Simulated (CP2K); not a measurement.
## Ag2O: equation of state with LDA

Ag2O:

```
Ag O
1.0
     4.71800    0.00000    0.00000
     0.00000    4.71800    0.00000
     0.00000    0.00000    4.71800
Ag O
4 2
Direct
  0.75000 0.25000 0.75000
  0.75000 0.75000 0.25000
  0.25000 0.75000 0.75000
  0.25000 0.25000 0.25000
  0.50000 0.50000 0.50000
  0.00000 0.00000 0.00000
```

```json
{
  "Program": "CP2K 2026.2",
  "Task": "equation of state",
  "Functional": "LDA",
  "Potentials or basis": "GTH_POTENTIALS Ag GTH-PADE-q11, O GTH-PADE-q6; TZVP-MOLOPT-PBE-GTH basis",
  "Density cutoff": "8163 eV",
  "k mesh": "6 × 6 × 6",
  "Occupations": "fermi-dirac, width 0.01 eV",
  "Spin": "no spin polarisation"
}
```

| Item | Value |
| --- | --- |
| Equilibrium volume | 16.88 Å³/atom |
| Bulk modulus | 103 GPa |
| Pressure derivative of the bulk modulus | 5.3 |

Energy against volume, from the lowest point:
```
volume (Å³/atom)  energy (meV/atom)
          16.453               3.49
          16.803               0.00
          17.153               1.30
          17.503               6.85
          17.853              16.12
          18.204              28.63
          18.554              43.96
```

All runs of the series together: 2.6 min on 4 threads of Arm Neoverse V2, with other jobs on the host.

Caveat: the basis of atomic orbitals isn't converged, which shifts pressures, moduli and gaps. Zero-point motion and thermal expansion aren't in these numbers.
